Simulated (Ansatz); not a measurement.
# TaN: the cost of one run

Method: DFT PBE, scalar-relativistic, in Ansatz 0.2.0.

**1. The starting structure**

It takes space group P6_3mc (No. 186, hexagonal). Conventional cell: a = 3.050 Å, b = 3.050 Å, c = 4.940 Å, α = 90.00°, β = 90.00°, γ = 120.00°. Around Ta (site symmetry 3m) lie 4 N at 1.85 to 1.90 Å. Around N (site symmetry 3m) lie 4 Ta at 1.85 to 1.90 Å.

Structure file:

```
CELL_PARAMETERS angstrom
3.05000 0.00000 0.00000
-1.52500 2.64138 0.00000
0.00000 0.00000 4.94000
ATOMIC_POSITIONS crystal
Ta 0.33333 0.66667 0.00000
Ta 0.66667 0.33333 0.50000
N 0.33333 0.66667 0.38500
N 0.66667 0.33333 0.88500
```

Atoms are numbered in the order of the input: Ta1, Ta2, N3, N4.

**2. After the deformation**

Space group P6_3mc before, P1 after.

**3. Full-potential LAPW**

Contents of input.yaml:

```yaml
crystal:
  lattice:
    - [3.0500010905, -0.0305000109, -0.0305000109]
    - [-1.5514143296, 2.6566284314, -0.0111637788]
    - [-0.0494, -0.0494, 4.94]
  atoms:
    - { symbol: Ta, position: [0.3333333333, 0.6666666667, 0.0] }
    - { symbol: Ta, position: [0.6666666667, 0.3333333333, 0.5] }
    - { symbol: "N", position: [0.3333333333, 0.6666666667, 0.385] }
    - { symbol: "N", position: [0.6666666667, 0.3333333333, 0.885] }
kpoints:
  mp_grid: { grid: [9, 9, 5] }
  band_path:
    path:
      - [0.0, 0.0, 0.0]
      - [0.0, 0.0, 0.5]
      - [-0.5, 0.5, 0.0]
      - [0.0, 0.0, 0.0]
      - [0.0, -0.5, 0.0]
      - [-0.5, 0.0, 0.5]
      - [0.0, 0.0, 0.0]
      - [-0.5, 0.0, 0.0]
      - [0.0, -0.5, 0.5]
    npoints: 5
scf:
  occupations: { method: fermi_dirac, width: 0.01 }
hamiltonian:
  xc: pbe
  pseudopotentials: { kind: all_electron, lapw: { basis_error: 0.001 } }
output:
  forces: true
  stress: true
  eigenvalues: true
```

Launch:

```
$ ansatz run input.yaml --threads 1 --pin off --max-ram 4096MiB --backend cpu --events-out ev --progress --plain --runs-dir out
```

What time and memory should one allow on 1 thread of Arm Neoverse V2, shared host?

About 13 min, with a peak of 1.7 GiB.
